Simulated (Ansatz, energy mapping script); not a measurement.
# MnS in the zinc-blende structure: J from the energies of magnetic orders

Wanted: the magnetic order of MnS in the zinc-blende structure, its couplings and an estimate of its ordering temperature, by PBE+U (4 eV).

Calculated with Ansatz 0.2.0; PBE with U = 4 eV on Mn d, ortho-atomic projectors; plane waves, U on orthogonalised atomic orbitals unless named otherwise, collinear spin, no spin–orbit coupling.

## 1. Set-up

Symmetry: F-43m, No. 216, cubic system. The conventional cell has a = 5.754 Å, b = 5.754 Å, c = 5.754 Å, α = 90.00°, β = 90.00°, γ = 90.00°. Nearest to Mn lie 4 S at 2.49 Å. Nearest to S lie 4 Mn at 2.49 Å. zincblende prototype, lattice guessed from radii. Farther neighbours and most contacts between anions are not listed.

This cell was built for the study (zincblende prototype, lattice guessed from radii), not taken from an experiment; the compound need not form in this structure.

The cell was relaxed beforehand in Ansatz under PBE with U = 4 eV on Mn d, ortho-atomic projectors, from parallel moments.

A Hubbard U penalises fractional filling of the shell. It raises the cost of virtual hops to the neighbours, so couplings that rest on such hops usually weaken.

## 2. Probe run

One run in the crystal's own cell, under PBE with U = 3.6 eV on Mn d, ortho-atomic projectors, shows which elements keep a moment. Transition or f elements with 0.3 μB or more enter the spin model; moments induced on other atoms do not.

File input.yaml:

```yaml
crystal:
  lattice:
    - [0.0, 2.876820651, 2.876820651]
    - [2.876820651, 0.0, 2.876820651]
    - [2.876820651, 2.876820651, 0.0]
  atoms:
    - { symbol: Mn, position: [0.0, 0.0, 0.0], spin: 4.5 }
    - { symbol: S, position: [0.25, 0.25, 0.25] }
magnetization:
  spin_polarized: true
kpoints:
  mp_grid: { grid: [8, 8, 8] }
hamiltonian:
  xc: pbe
  hubbard:
    sites: [{ species: Mn, l: d, u_eff: 3.6 }]
    projectors: ortho-atomic
scf:
  occupations: { method: fermi_dirac, width: 0.05 }
output:
  eigenvalues: true
```

Launch:

```sh
ansatz run input.yaml --threads 4 --pin off --max-ram 8192MiB --backend cpu --events-out ev --progress --plain --runs-dir out
```

Numbers of over 12 decimals in the logs are rounded to 6 here.

What it wrote:

```text
Engine: ansatz 0.2.0, aarch64-unknown-linux-gnu
Pseudopotentials: kind: paw
Pseudopotential: Mn, paw, valence charge 15, recommended cutoff 420 eV (normal), Mn.paw.azcp
Pseudopotential: S, paw, valence charge 6, recommended cutoff 420 eV (normal), S.paw.azcp
Functional definition: PBE
  parameter kappa = 0.804
  parameter beta = 0.066725
  exchange = pbe_x(kappa = kappa, mu = beta*pi^2/3)
  correlation = pbe_c(beta = beta)
Crystal: 2 atoms, lattice volume = 47.618 Å³
Basis set: ecut = 420 eV, 941 PW (Γ)
Bands: 17, of which v1, the nominal top of the filled ones, is band 11 counted from 1 (10 counted from 0)
Symmetry: 24 space group operations
Space group: F-43m (ITA 216), of the structure as read, at distance tolerance 3.6e-5 Å
Magnetic group: BNS 216.74 (UNI 1576), of the structure as read, at distance tolerance 3.6e-5 Å
k-points: 29 of 512 (time reversal used)
Non-local potential: Mn, projectors of the file, l = 0: 3, l = 1: 2, l = 2: 3, l = 3: 1
Non-local potential: S, projectors of the file, l = 0: 2, l = 1: 2, l = 2: 2
PAW form: soft (Blöchl's): semilocal exchange-correlation on the pseudo side does not see the compensation charge
PAW one-centre angular grid: Mn, 590 points (default); XC on 64 Gauss nodes
PAW one-centre angular grid: S, 110 points (default); XC on 64 Gauss nodes
Initial density: superposition of atomic densities (chi_scale 0.1, normalization cell, long waves kept (reshape's long-wave potential 0.00 eV rms))
Starting moments: Σ|m| = 4.5 μB on 1 of 2 sites
Initial wavefunctions: pseudopotential atomic-orbital guess
Functional: x = pbe(κ = 0.804, μ = 0.219515), c = pbe(β = 0.066725)
SCF iter   1: F=—  HF=-4801.308436 eV  |F-HF|=—  |Δ(HF+E_count)|=         —  Δρ=5.45e-2 (↑5.45e-2 ↓2.57e-2)  dr2=2.17e0  dr2_m=2.16e-1  M=5.000 μB ∫|m|=5.000 μB  β_m=1.00  ethr=3.10e-3  ⟨swp⟩=4.6  Hψ=4661  notcnv=0
preconditioner: auto → none  [insulator: Δε(μ)=0.921 eV  Ē_g=10.042 eV  σ=0.050 eV  W_gap=1.00  n_scr=14 (ndim 8)  ℏωp=19.4 eV  f_vac=0.002  D(μ)=0.00/eV (n_scr^D=0)  ε∞_Penn≈4.7]
SCF iter   2: F=—  HF=-4801.017573 eV  |F-HF|=—  |Δ(HF+E_count)|=   2.91e-1  Δρ=1.06e-2 (↑9.33e-3 ↓1.06e-2)  dr2=1.81e-1  dr2_m=9.24e-3  M=5.000 μB ∫|m|=5.000 μB  β_m=1.00  ethr=3.10e-3  ⟨swp⟩=3.0  Hψ=2460  notcnv=0  defer=56
SCF iter   3: F=—  HF=-4801.122783 eV  |F-HF|=—  |Δ(HF+E_count)|=   1.05e-1  Δρ=5.73e-3 (↑5.73e-3 ↓5.38e-3)  dr2=4.87e-2  dr2_m=6.56e-4  M=5.000 μB ∫|m|=5.000 μB  β_m=1.00  ethr=8.61e-4  ⟨swp⟩=2.5  Hψ=1597  notcnv=0  defer=56
SCF iter   4: F=—  HF=-4801.182397 eV  |F-HF|=—  |Δ(HF+E_count)|=   5.96e-2  Δρ=2.56e-3 (↑2.56e-3 ↓2.08e-3)  dr2=6.10e-3  dr2_m=1.22e-4  M=5.000 μB ∫|m|=5.000 μB  β_m=0.30  ethr=2.32e-4  ⟨swp⟩=2.2  Hψ=1466  notcnv=0  defer=56
Mixer restart at iter 4: flushing history
spin-set hold released at iteration 4 (site moments contracting): the magnetisation degrees of freedom join the quasi-Newton model from the next iteration; the mixer history was flushed
SCF iter   5: F=—  HF=-4801.209308 eV  |F-HF|=—  |Δ(HF+E_count)|=   2.69e-2  Δρ=1.70e-3 (↑1.70e-3 ↓1.37e-3)  dr2=2.53e-3  dr2_m=7.64e-5  M=5.000 μB ∫|m|=5.000 μB  β_m=0.64  ethr=2.90e-5  ⟨swp⟩=1.5  Hψ=1065  notcnv=0  defer=56
SCF iter   6: F=—  HF=-4801.236491 eV  |F-HF|=—  |Δ(HF+E_count)|=   2.72e-2  Δρ=7.98e-4 (↑7.98e-4 ↓5.20e-4)  dr2=1.04e-3  dr2_m=1.23e-5  M=5.000 μB ∫|m|=5.000 μB  β_m=0.53  ethr=1.21e-5  ⟨swp⟩=2.0  Hψ=1834  notcnv=0  defer=56
SCF iter   7: F=—  HF=-4801.236181 eV  |F-HF|=—  |Δ(HF+E_count)|=   3.10e-4  Δρ=2.16e-4 (↑2.16e-4 ↓1.54e-4)  dr2=3.79e-5  dr2_m=5.75e-6  M=5.000 μB ∫|m|=5.000 μB  β_m=0.48  ethr=4.96e-6  ⟨swp⟩=2.4  Hψ=1510  notcnv=0  defer=56
SCF iter   8: F=—  HF=-4801.236177 eV  |F-HF|=—  |Δ(HF+E_count)|=   4.39e-6  Δρ=6.66e-5 (↑6.45e-5 ↓6.66e-5)  dr2=1.14e-6  dr2_m=1.51e-6  M=5.000 μB ∫|m|=5.000 μB  β_m=0.67  ethr=1.81e-7  ⟨swp⟩=2.0  Hψ=1411  notcnv=0  defer=56
SCF iter   9: F=—  HF=-4801.236180 eV  |F-HF|=—  |Δ(HF+E_count)|=   2.83e-6  Δρ=2.46e-5 (↑2.46e-5 ↓1.35e-5)  dr2=1.52e-7  dr2_m=1.11e-7  M=5.000 μB ∫|m|=5.000 μB  β_m=0.70  ethr=5.42e-9  ⟨swp⟩=2.0  Hψ=1406  notcnv=0  defer=56
SCF iter  10: F=-4801.236180 eV  HF=-4801.236180 eV  |F-HF|=1.29e-8  |Δ(HF+E_count)|=   1.41e-7  Δρ=4.63e-6 (↑4.52e-6 ↓4.63e-6)  dr2=1.13e-9  dr2_m=8.87e-9  M=5.000 μB ∫|m|=5.000 μB  ethr=4.76e-10  ⟨swp⟩=6.2  Hψ=3851  notcnv=0
SCF 1 converged in 10 iterations: F = -4801.236180 eV  dr2 = 1.13e-9
[...]
SCF converged after 10 iterations
Magnetization: 5.0000 μB (13.0000 up, 8.0000 down)
Absolute magnetization: 5.0000 μB (∫|ρ↑−ρ↓|, with the PAW one-centre terms)
Spin contamination: 0.0142 ħ² per cell (⟨S²⟩ above its minimum at these occupations)
Per-site moments (μB) at R_I (Å): [(4.417989, 1.027702), (0.039143, 1.027702)]
Free energy (F): -4801.236180 eV
Harris-Foulkes:  -4801.236180 eV  (|F-HF|=1.29e-8)
Internal energy: -4801.236180 eV  (E = F + TS)
E sigma→0 (E₀):  -4801.236180 eV
Entropy (-TS):   -0.000000 eV (-0.000 meV/atom)
Fermi energy:    6.713856 eV
--- Per-component energies (eV) ---
  E_band       = -386.036291
  E_kinetic    = 402.516328
  E_local      = -2865.856485  (includes V_loc(G=0)·N_el)
  E_nonlocal   = 280.631728
  E_hartree    = 1172.728640
  E_xc         = -207.136356
  E_vxc        = -227.939625  (∫ρ·V_xc dr)
  E_hubbard    = 0.484292  (on-site DFT+U / exact-exchange correction)
  E_vhub       = -8.465117  (the Hubbard potential's part of the band-sum identity)
  E_paw        = -1906.546265  (= ΣΔE_a)
  E_vpaw       = -312.380913  (= ΣTr[D̂ρ^β])
  E_aug_tail   = -0.000008  (compensation charges beyond the density's cutoff)
  E_ewald      = -1678.058053
  E_smearing   = -0.000000  (= −TS)
  E_closure    = 0.000000  (closes the sum)
  Σ components = -4801.236180   (vs F -4801.236180, Δ=0.00e0)
--- Band table (eV; the first three rows and the last of 58) ---
  k-point 0 ↑: bands = [... 7 lower, 0.3952, 1.2662, 1.2662, 6.1088, 6.1088, 6.1088, 7.2469, 12.2227, ... 2 higher]
  k-point 1 ↑: bands = [... 7 lower, 0.4315, 1.2619, 1.2619, 5.1961, 5.9712, 5.9712, 8.0247, 12.0540, ... 2 higher]
  k-point 2 ↑: bands = [... 7 lower, 0.5095, 1.2703, 1.2703, 3.8332, 5.6545, 5.6545, 8.8646, 12.0907, ... 2 higher]
  k-point 28 ↓: bands = [... 7 lower, 3.3913, 7.9542, 8.6168, 9.2370, 9.3053, 9.7667, 12.4394, 13.2782, ... 2 higher]
Occupation matrices written to <dir>
```

The job ended after 1.4 s (4 threads of Arm Neoverse V2, shared host; peak memory 0.33 GiB).

Spin moment in the sphere by atom:

```csv
atom,spin moment in the sphere (μB)
Mn1,4.42
S2,0.04
```

The run ends ferromagnetic; Mn carries the moments.

## 3. Seed run in the crystal's own cell

A corrected shell can settle in several orbital fillings. One parallel run, with an occupation width a fifth wider than the orders use, therefore is to supply the occupation matrices. All orders start from them.

input.yaml, the sections that differ from step 2:

```yaml
hamiltonian:
  xc: pbe
  hubbard:
    sites: [{ species: Mn, l: d, u_eff: 4.0 }]
    projectors: ortho-atomic
scf:
  occupations: { method: fermi_dirac, width: 0.06 }
# crystal, magnetization, kpoints, output: as in step 2
```

What it wrote:

```text
[...]
Crystal: 2 atoms, lattice volume = 47.618 Å³
Basis set: ecut = 420 eV, 941 PW (Γ)
Bands: 17, of which v1, the nominal top of the filled ones, is band 11 counted from 1 (10 counted from 0)
Symmetry: 24 space group operations
[...]
k-points: 29 of 512 (time reversal used)
[...]
Starting moments: Σ|m| = 4.5 μB on 1 of 2 sites
[...]
SCF iter   1: F=—  HF=-4801.225875 eV  |F-HF|=—  |Δ(HF+E_count)|=         —  Δρ=5.44e-2 (↑5.44e-2 ↓2.46e-2)  dr2=2.04e0  dr2_m=2.33e-1  M=5.000 μB ∫|m|=5.000 μB  β_m=1.00  ethr=3.10e-3  ⟨swp⟩=4.6  Hψ=4655  notcnv=0
[...]
SCF iter  10: F=-4801.183494 eV  HF=-4801.183494 eV  |F-HF|=1.23e-8  |Δ(HF+E_count)|=   2.56e-7  Δρ=4.51e-6 (↑4.33e-6 ↓4.51e-6)  dr2=9.88e-10  dr2_m=8.29e-9  M=5.000 μB ∫|m|=5.000 μB  ethr=4.76e-10  ⟨swp⟩=4.0  Hψ=3462  notcnv=0
SCF 1 converged in 10 iterations: F = -4801.183494 eV  dr2 = 9.88e-10
[...]
SCF converged after 10 iterations
Magnetization: 5.0000 μB (13.0000 up, 8.0000 down)
Absolute magnetization: 5.0000 μB (∫|ρ↑−ρ↓|, with the PAW one-centre terms)
[...]
Per-site moments (μB) at R_I (Å): [(4.429417, 1.027702), (0.031652, 1.027702)]
Free energy (F): -4801.183494 eV
[...]
Internal energy: -4801.183494 eV  (E = F + TS)
E sigma→0 (E₀):  -4801.183494 eV
Entropy (-TS):   -0.000000 eV (-0.000 meV/atom)
Fermi energy:    6.712787 eV
[...]
--- Band table (eV; the first three rows and the last of 58) ---
  k-point 0 ↑: bands = [... 7 lower, 0.2073, 1.0371, 1.0371, 6.0792, 6.0792, 6.0792, 7.2492, 12.2223, ... 2 higher]
  k-point 1 ↑: bands = [... 7 lower, 0.2432, 1.0329, 1.0329, 5.1589, 5.9417, 5.9417, 8.0276, 12.0540, ... 2 higher]
  k-point 2 ↑: bands = [... 7 lower, 0.3200, 1.0415, 1.0415, 3.7750, 5.6261, 5.6261, 8.8675, 12.0933, ... 2 higher]
  k-point 28 ↓: bands = [... 7 lower, 3.3974, 8.0913, 8.7762, 9.4031, 9.4594, 9.9219, 12.4617, 13.2830, ... 2 higher]
Occupation matrices written to <dir>
```

The job ended after 1.5 s (4 threads; peak memory 0.33 GiB).

Read from the output:

* final state: ferromagnetic
* electrons in the corrected shells: 5.230 e
* largest moment: 4.429 μB

## 4. Order 1: parallel, cell A of 4 atoms

The parallel order is the zero of energy for this cell and mesh.

File input.yaml:

```yaml
crystal:
  lattice:
    - [0.0, -2.876820651, -2.876820651]
    - [-2.876820651, 0.0, -2.876820651]
    - [2.876820651, 2.876820651, -5.753641302]
  atoms:
    - { symbol: Mn, position: [0.5, 0.5, 0.5], spin: 4.5 }
    - { symbol: Mn, position: [0.0, 0.0, 0.0], spin: 4.5 }
    - { symbol: S, position: [0.125, 0.125, 0.625] }
    - { symbol: S, position: [0.625, 0.625, 0.125] }
magnetization:
  spin_polarized: true
kpoints:
  mp_grid: { grid: [7, 7, 7] }
hamiltonian:
  xc: pbe
  hubbard:
    sites:
      - { species: Mn, l: d, u_eff: 4.0 }
      - { site: 0, l: d, u_eff: 4.0, starting_ns: [{ spin: up, occupation_matrix: mn1_major }, { spin: down, occupation_matrix: mn1_minor }] }
      - { site: 1, l: d, u_eff: 4.0, starting_ns: [{ spin: up, occupation_matrix: mn1_major }, { spin: down, occupation_matrix: mn1_minor }] }
    projectors: ortho-atomic
    occupation_matrices:
      mn1_major:
        matrix:
          - [0.997, 0.0, 0.0, 0.0, 0.0]
          - [0.0, 0.995, 0.0, 0.0, 0.0]
          - [0.0, 0.0, 0.995, 0.0, 0.0]
          - [0.0, 0.0, 0.0, 0.997, 0.0]
          - [0.0, 0.0, 0.0, 0.0, 0.995]
      mn1_minor:
        matrix:
          - [0.022, 0.0, 0.0, 0.0, 0.0]
          - [0.0, 0.069, 0.0, 0.0, 0.0]
          - [0.0, 0.0, 0.069, 0.0, 0.0]
          - [0.0, 0.0, 0.0, 0.022, 0.0]
          - [0.0, 0.0, 0.0, 0.0, 0.069]
scf:
  occupations: { method: fermi_dirac, width: 0.05 }
output:
  eigenvalues: true
  write_density: true
  write_potential: true
  elf: true
  volumetric_format: npy
```

What it wrote:

```text
[...]
Crystal: 4 atoms, lattice volume = 95.235 Å³
Basis set: ecut = 420 eV, 1853 PW (Γ)
Bands: 31, of which v1, the nominal top of the filled ones, is band 21 counted from 1 (20 counted from 0)
Symmetry: 12 space group operations
[...]
k-points: 44 of 343 (time reversal used)
[...]
Starting moments: Σ|m| = 9 μB on 2 of 4 sites
[...]
SCF iter   1: F=—  HF=-9602.521426 eV  |F-HF|=—  |Δ(HF+E_count)|=         —  Δρ=5.44e-2 (↑5.44e-2 ↓2.49e-2)  dr2=4.15e0  dr2_m=4.56e-1  M=10.000 μB ∫|m|=10.000 μB  β_m=1.00  ethr=3.10e-3  ⟨swp⟩=5.9  Hψ=10773  notcnv=0
[...]
spin=Collinear: Resta preconditioning applied to the charge; magnetization (m = ρ↑ − ρ↓) channel mixes plain (no charge-response kernel on spin).
SCF iter   2: F=—  HF=-9602.106979 eV  |F-HF|=—  |Δ(HF+E_count)|=   4.14e-1  Δρ=1.84e-2 (↑1.84e-2 ↓1.24e-2)  dr2=9.10e-1  dr2_m=2.77e-2  M=10.000 μB ∫|m|=10.000 μB  β_m=1.00  ethr=3.10e-3  ⟨swp⟩=2.5  Hψ=5798  notcnv=0  defer=226
[...]
SCF iter  13: F=-9602.366870 eV  HF=-9602.366870 eV  |F-HF|=1.77e-9  |Δ(HF+E_count)|=   2.22e-7  Δρ=2.24e-6 (↑2.24e-6 ↓9.98e-7)  dr2=7.68e-9  dr2_m=4.71e-10  M=10.000 μB ∫|m|=10.000 μB  ethr=2.02e-10  ⟨swp⟩=1.9  Hψ=7727  notcnv=0
SCF 1 converged in 13 iterations: F = -9602.366870 eV  dr2 = 7.68e-9
[...]
SCF converged after 13 iterations
an eigenvalue changed by more than its tolerance at an iteration that met the thresholds in force, so the SCF went on 1 time: the last check found none over its tolerance
Magnetization: 10.0000 μB (26.0000 up, 16.0000 down)
Absolute magnetization: 10.0000 μB (∫|ρ↑−ρ↓|, with the PAW one-centre terms)
[...]
Per-site moments (μB) at R_I (Å): [(4.429421, 1.027702), (4.429421, 1.027702), (0.031643, 1.027702), (0.031643, 1.027702)]
Free energy (F): -9602.366870 eV
[...]
Internal energy: -9602.366870 eV  (E = F + TS)
E sigma→0 (E₀):  -9602.366870 eV
Entropy (-TS):   -0.000000 eV (-0.000 meV/atom)
Fermi energy:    6.706309 eV
[...]
--- Specified on-site occupations, and those of the state reported ---
  electrons in the specified blocks: 10.4600 specified, 10.4607 found
  site 0 (l=d) ↓: largest change of an orbital's occupation 0.0004; electrons 0.2510 specified, 0.2519 found; spectral distance 0.0008
[...]
site 1 (l=d) ↑: largest change of an orbital's occupation 0.0003; electrons 4.9790 specified, 4.9785 found; spectral distance 0.0006
[...]
--- Band table (eV; the first three rows and the last of 88) ---
  k-point 0 ↑: bands = [... 17 lower, 1.1176, 1.1182, 1.1182, 1.5640, 5.1972, 5.1972, 6.0793, 6.0793, ... 6 higher]
  k-point 1 ↑: bands = [... 17 lower, 1.0352, 1.1065, 1.1065, 1.9634, 5.2395, 5.2395, 5.6880, 6.0322, ... 6 higher]
  k-point 2 ↑: bands = [... 17 lower, 1.0323, 1.0787, 1.0787, 2.6254, 4.9682, 5.3580, 5.3580, 5.9034, ... 6 higher]
  k-point 43 ↓: bands = [... 17 lower, 8.3532, 8.8982, 8.9462, 9.1317, 9.2232, 9.6797, 9.6943, 9.7834, ... 6 higher]
Occupation matrices written to <dir>
```

It took 9.7 s on 4 threads; peak memory 0.5 GiB.

Spin moment in the sphere by atom:

```csv
atom,spin moment in the sphere (μB)
Mn1,4.43
Mn2,4.43
S3,0.03
S4,0.03
```

The run ends ferromagnetic.

Spin density in the ac plane at fractional y = 0.000, with atoms of Mn within 0.2 Å of it.

Ten even steps from '0' (0.0 e/Å³) to '9' (8.1 e/Å³), each cell a mean:
```
75100000000014
22000000000001
00000000000000
00000000000000
00000000000000
00000000000000
00000000000000
00000000000000
00000000000000
00000000000000
00000000000000
00000000000000
00000000000000
00000000000000
00000000000000
00000000000000
00000000000000
00000000000000
00000000000000
00000000000000
00000000000000
10000000000001
52000000000025
95100000000027
```
Columns run along a (4.1 Å), rows up along c (7.0 Å). Atoms in or near the plane, at fractional coordinates: Mn at (0.00, 0.00).

ELF in the ac plane at fractional y = 0.000, with atoms of Mn within 0.2 Å of it. It is the smooth field of the valence electrons, not physical close to the nuclei.

Values, 24 rows by 14 columns, each cell a mean:
```
0.83 0.78 0.52 0.25 0.14 0.23 0.36 0.41 0.37 0.26 0.15 0.20 0.50 0.73
0.64 0.61 0.42 0.22 0.13 0.15 0.20 0.23 0.22 0.18 0.14 0.13 0.29 0.49
0.25 0.26 0.19 0.14 0.12 0.11 0.08 0.08 0.08 0.08 0.09 0.11 0.13 0.18
0.20 0.20 0.20 0.21 0.19 0.13 0.06 0.04 0.03 0.04 0.07 0.13 0.19 0.21
0.65 0.67 0.66 0.62 0.49 0.33 0.13 0.05 0.02 0.02 0.08 0.20 0.42 0.56
0.83 0.86 0.86 0.83 0.72 0.57 0.29 0.11 0.03 0.03 0.10 0.28 0.56 0.72
0.84 0.84 0.83 0.84 0.82 0.74 0.52 0.27 0.06 0.04 0.11 0.33 0.63 0.77
0.81 0.75 0.66 0.71 0.80 0.79 0.65 0.41 0.12 0.05 0.10 0.31 0.63 0.77
0.82 0.75 0.58 0.60 0.77 0.82 0.74 0.55 0.21 0.08 0.09 0.25 0.59 0.76
0.83 0.83 0.76 0.74 0.81 0.84 0.77 0.61 0.27 0.10 0.08 0.18 0.50 0.71
0.77 0.84 0.86 0.86 0.86 0.84 0.76 0.61 0.30 0.13 0.07 0.11 0.33 0.58
0.64 0.76 0.82 0.84 0.84 0.81 0.71 0.55 0.28 0.13 0.07 0.08 0.20 0.40
0.36 0.51 0.63 0.68 0.68 0.64 0.53 0.39 0.20 0.10 0.06 0.05 0.09 0.17
0.15 0.25 0.36 0.41 0.43 0.40 0.32 0.22 0.11 0.06 0.04 0.04 0.05 0.07
0.04 0.06 0.10 0.12 0.14 0.13 0.10 0.08 0.04 0.03 0.02 0.02 0.02 0.03
0.02 0.03 0.04 0.05 0.05 0.05 0.05 0.04 0.03 0.02 0.02 0.02 0.02 0.02
0.03 0.03 0.04 0.05 0.06 0.07 0.06 0.05 0.03 0.03 0.03 0.03 0.04 0.03
0.05 0.05 0.07 0.10 0.14 0.16 0.14 0.11 0.07 0.05 0.05 0.06 0.07 0.06
0.10 0.10 0.14 0.21 0.31 0.35 0.34 0.28 0.18 0.12 0.10 0.11 0.12 0.12
0.12 0.12 0.17 0.27 0.42 0.48 0.49 0.44 0.31 0.19 0.13 0.12 0.14 0.14
0.22 0.15 0.16 0.28 0.49 0.58 0.61 0.58 0.44 0.27 0.14 0.14 0.24 0.28
0.47 0.31 0.15 0.20 0.45 0.60 0.65 0.64 0.51 0.30 0.14 0.21 0.43 0.53
0.78 0.63 0.30 0.15 0.31 0.52 0.64 0.64 0.53 0.32 0.15 0.29 0.62 0.78
0.88 0.78 0.46 0.20 0.21 0.39 0.55 0.58 0.49 0.31 0.15 0.28 0.65 0.84
```
Columns run along a (4.1 Å), rows up along c (7.0 Å). Atoms in or near the plane, at fractional coordinates: Mn at (0.00, 0.00).

(Continued in part 2 of 3.)

[Logs and program files are shortened in this print: banners, set-up blocks, solver, clock and traceback lines can be left out without a mark of their own.]

[Logs are printed without paths, hosts, clocks, repeated set-up lines and the standing remarks that a program may print on its own settings, such as how far it seeks lower states.]

[Hosts, paths, dates, database ids (printed as entryN), source tags and the programs' standing remarks are cut or masked in the printed files.]

[Where a cell is said to come from a database of computed structures, the database is the Materials Project.]
